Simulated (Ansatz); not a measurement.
LiI (rock salt) is sheared across one {100} plane: the third cell vector gains the shift, so faults repeat every 9.0 Å. The cut lies between planes 3.01 Å apart; the cell height is held.

```xyz
6
Lattice="4.2561 0.0000 0.0000 0.0000 4.2561 0.0000 2.1281 2.1281 9.0286" Properties=species:S:1:pos:R:3 pbc="T T T"
I      1.7734     1.7734     7.5238
I      1.7734     1.7734     1.5048
I      3.9014     3.9014     4.5143
Li     3.9014     3.9014     7.5238
Li     3.9014     3.9014     1.5048
Li     1.7734     1.7734     4.5143
```

In-plane vectors a = (4.256, 0.000) Å, b = (0.000, 4.256) Å, area 18.11 Å². The shift is s times the vector a (length 4.256 Å), so s = 1 restores the start. Atoms relax along the normal only. γ = [E(shift) − E(0)] / area.

All values below come from PBE (plane waves to 420 eV, PAW, scalar-relativistic; Ansatz, a quantum-chemistry and plane-wave program). k mesh 7×7×7 (Γ-centred), Fermi-Dirac smearing 0.05 eV. E is the zero-smearing estimate. Stress and pressure are positive under compression. Faults lie only 9.0 Å apart, and holding the cell height raises γ above its relaxed value. LiI was relaxed with its symmetry unable to fall. Spin-orbit coupling is left out, though I is heavy. The zero of γ is zero shift.

```tsv
shift (Å)	γ (mJ/m²)	σ normal to the fault (GPa)
0.000	0	0.0
0.355	24	0.1
0.709	___	0.4
1.064	___	1.2
1.419	___	2.2
1.773	___	2.8
2.128	310	3.0
2.483	___	2.8
2.837	___	2.2
3.192	___	1.2
3.547	___	0.4
3.901	24	0.1
```

Problem. Fill in the missing entries.

Solution. 
- 0.709, γ (mJ/m²): 89
- 1.064, γ (mJ/m²): 171
- 1.419, γ (mJ/m²): 244
- 1.773, γ (mJ/m²): 293
- 2.483, γ (mJ/m²): 293
- 2.837, γ (mJ/m²): 244
- 3.192, γ (mJ/m²): 171
- 3.547, γ (mJ/m²): 89

(The slope of γ gives the shear force per area between the displaced halves; near zero shift its curvature is an elastic stiffness.)
